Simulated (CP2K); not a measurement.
The system is NbAs.

```
Nb As
1.0
     3.45170    0.00000    0.00000
     0.00000    3.45170    0.00000
    -1.72585   -1.72585    5.84000
Nb As
2 2
Direct
  0.00000 0.50000 0.00000
  0.25000 0.25000 0.50000
  0.58400 0.08400 0.16800
  0.83400 0.83400 0.66800
```

Base run:

- Program: CP2K 2026.2
- Functional: RPBE
- Potentials or basis: POTENTIAL_UZH Nb GTH-PBE-q13, As GTH-PBE-q5; TZVP-MOLOPT-PBE-GTH basis
- Density cutoff: 9184 eV
- k mesh: 8 × 8 × 8
- Occupations: fermi-dirac, width 0.05 eV
- Spin: no spin polarisation

Its results: band gap on the k mesh none (metal or under the smearing width); pressure 6.9 GPa; largest force 0.312 eV/Å.

The run is repeated on the same cell with these changes: functional from RPBE to rev-vdW-DF2. What comes out?

Band gap on the k mesh none (metal or under the smearing width); pressure 4.9 GPa; largest force 0.316 eV/Å.

Caveats: the potentials were made for another functional, which shifts forces and pressure; the basis of atomic orbitals isn't converged, which shifts pressures, moduli and gaps.

Not every run made on this cell is shown here.
